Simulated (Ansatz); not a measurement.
The system is PbS.

```
Pb S
1.0
     2.07995   -5.99130    0.00000
     2.07995    5.99130    0.00000
     0.00000    0.00000    4.27932
Pb S
2 2
Direct
  0.13056 0.86944 0.25000
  0.86944 0.13056 0.75000
  0.35480 0.64520 0.25000
  0.64520 0.35480 0.75000
```

Measurements of this composition are mostly on another form, of space group No. 225.

```yaml
Program: Ansatz 0.2.0
Task: relaxation of cell and atoms
Functional: BLYP
Potentials_or_basis: Ansatz PAW
Cutoff: "420 eV (not typed: the program's choice for these potentials)"
k_mesh: 7 × 7 × 6
Occupations: fermi-dirac, width 0.05 eV
Spin: no spin polarisation
```

At the start: volume 26.66 Å³/atom.

How do energy, volume and symmetry change on relaxing?

It ends after 28 steps and the volume is 46.67 Å³/atom (+75.0 %); space group Cmcm (No. 63, to 0.05 Å).

The path:
| step | energy change (eV) | largest force (eV/Å) | volume (Å³) |
| --- | --- | --- | --- |
| 1 | 0.0000 | 0.2230 | 106.65 |
| 2 | -0.1472 | 0.2426 | 120.89 |
| 3 | -0.1751 | 0.1129 | 123.12 |
| 4 | -0.1883 | 0.0540 | 124.26 |
| 5 | -0.1961 | 0.0352 | 127.37 |
| 6 | -0.1984 | 0.0057 | 130.63 |
| 7 | -0.1984 | 0.0006 | 130.88 |
| 8 | -0.2054 | 0.0026 | 130.88 |
| 9 | -0.2087 | 0.0144 | 134.04 |
| 10 | -0.2129 | 0.0105 | 139.66 |
| 11 | -0.2141 | 0.1099 | 144.54 |
| 12 | -0.2170 | 0.0377 | 149.58 |
| 13 | -0.2174 | 0.0111 | 149.72 |
| 14 | -0.2174 | 0.0002 | 149.99 |
| 15 | -0.2216 | 0.0009 | 149.99 |
| 16 | -0.2243 | 0.0399 | 155.34 |
| 17 | -0.2269 | 0.0318 | 161.01 |
| 18 | -0.2285 | 0.0210 | 166.64 |
| 19 | -0.2285 | 0.0165 | 169.49 |
| 20 | -0.2286 | 0.0001 | 169.28 |
| 21 | -0.2313 | 0.0005 | 169.28 |
| 22 | -0.2318 | 0.0003 | 171.08 |
| 23 | -0.2326 | 0.0100 | 175.22 |
| 24 | -0.2333 | 0.0221 | 180.75 |
| 25 | -0.2334 | 0.0256 | 186.24 |
| 26 | -0.2335 | 0.0075 | 186.04 |
| 27 | -0.2335 | 0.0022 | 186.69 |
| 28 | -0.2350 | 0.0022 | 186.69 |

Final structure:
```
Pb S
1.0
     2.17275   -9.88570    0.00000
     2.17275    9.88570    0.00000
     0.00000    0.00000    4.34577
Pb S
2 2
Direct
  0.17816 0.82184 0.25000
  0.82184 0.17816 0.75000
  0.31617 0.68383 0.25000
  0.68383 0.31617 0.75000
```

Caveat: the volume moved by over 15 % at a fixed basis, so the end points are rough; the plane-wave basis is chosen anew once the cell has moved, so the energies of steps on either side of that aren't comparable; the PAW data sets come from PBE, with cores solved anew for the run's functional, which leaves a small shift of forces and pressure.
